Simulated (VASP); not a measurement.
Runs of VASP 6.6.1 on Na. It takes space group P6_3/mmc (No. 194, hexagonal). Conventional cell: a = 3.767 Å, b = 3.767 Å, c = 6.154 Å, α = 90.00°, β = 90.00°, γ = 120.00°. Around Na (site symmetry -6m2) lie 12 Na at 3.77 Å. This isn't the form of Na at room conditions, which is bcc.

| task | level | potentials or basis | cell | k mesh | cutoff (eV) | smearing | grid for exact exchange (PRECFOCK) | exchange at q = 0 | atoms held fixed (from 0) | other keys | mesh quality | gap on the mesh (eV) | pressure (GPa) |
| --- | --- | --- | --- | --- | --- | --- | --- | --- | --- | --- | --- | --- | --- |
| electric field gradients | PBE+D2 | VASP PAW PBE potentials, release 54 (Na_pv) | cell strained at random at fixed volume | 8 × 8 × 5 | 520 | methfessel-paxton 0.2 eV | - | - | - | ISYM = 1 | not flagged | none | -1.1 |
| density of states | TPSS+D4 | VASP PAW PBE potentials, release 64 (Na) | volume scaled by 1.04 | 8 × 8 × 5 | 500 | methfessel-paxton 0.1 eV | - | - | - | - | not flagged | none | -0.3 |
| band structure | r2SCAN0 | VASP PAW PBE potentials, release 64 (Na_pv) | as given | 4 × 4 × 3 | 520 | methfessel-paxton 0.1 eV | Normal | default | - | - | coarse | - | 0.2 |
| single point | PBE | VASP PAW PBE potentials, release 64 (Na) | as given | 8 × 8 × 5 | 500 | gaussian 0.1 eV | - | - | - | - | not flagged | none | -0.2 |
| relaxation of the atoms | B3LYP | VASP PAW PBE potentials, release 64 (Na_pv) | atoms relaxed from: volume scaled by 0.88 | 4 × 4 × 3 | 520 | methfessel-paxton 0.1 eV | Fast | default | [0] | - | coarse | none | 1.1 |
| single point | rSCAN | VASP PAW PBE potentials, release 64 (Na_pv) | as given | 8 × 8 × 5 | 520 | gaussian 0.1 eV | - | - | - | - | not flagged | none | (a) |

Alike in all rows: no spin polarisation.

Estimate the missing entries.

(a) 0.1.

Caveats: some runs use coarse meshes; the PAW data sets were made with another functional, which shifts forces and pressure a little (some runs); pairwise dispersion overbinds metals, which lowers pressure and volume (some runs); atom-pairwise D2, TS and ULG terms overbind metals (some runs); an unscreened hybrid on a path of extra k points without a Coulomb cutoff has errors near the mesh points, so the bands along the path aren't reliable (some runs); the relaxation stopped at its first step, so nothing moved (some runs).

A gap of «none» marks a metal or a gap under the smearing width.

The runs don't all hold the same shells in valence.
